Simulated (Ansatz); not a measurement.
## BaTe in Ansatz: the effect of functional

BaTe:

```
CELL_PARAMETERS angstrom
0.00000 3.47688 3.47688
3.47688 0.00000 3.47688
3.47688 3.47688 0.00000
ATOMIC_POSITIONS crystal
Ba 0.00000 0.00000 0.00000
Te 0.50000 0.50000 0.50000
```

The cell isn't the ideal one: volume scaled by 1.06.

Alike in all runs:

- Program: Ansatz 0.2.0
- Task: single point
- Potentials or basis: Ansatz PAW
- Cutoff: 420 eV (not typed: the program's choice for these potentials)
- k mesh: 7 × 7 × 7
- Occupations: fermi-dirac, width 0.05 eV
- Spin: no spin polarisation

Question: One run gave: gap on the mesh 1.49 eV; pressure -1.2 GPa. Which functional did it use?
A. PBEsol
B. LDA
C. PBE

Answer: B.

| functional | gap on the mesh (eV) | pressure (GPa) |
| --- | --- | --- |
| LDA | 1.49 | -1.2 |
| PBE | 1.61 | 1.5 |
| PBEsol | 1.52 | -0.2 |

Caveats: odd divisions of the mesh miss points on the zone boundary, where band edges often lie, so the gap on the mesh can be too wide; spin-orbit coupling is left out, which moves the levels of the heavy elements; the PAW data sets come from PBE, with cores solved anew for the run's functional, which leaves a small shift of forces and pressure (some runs).

A k mesh can miss the band edges.
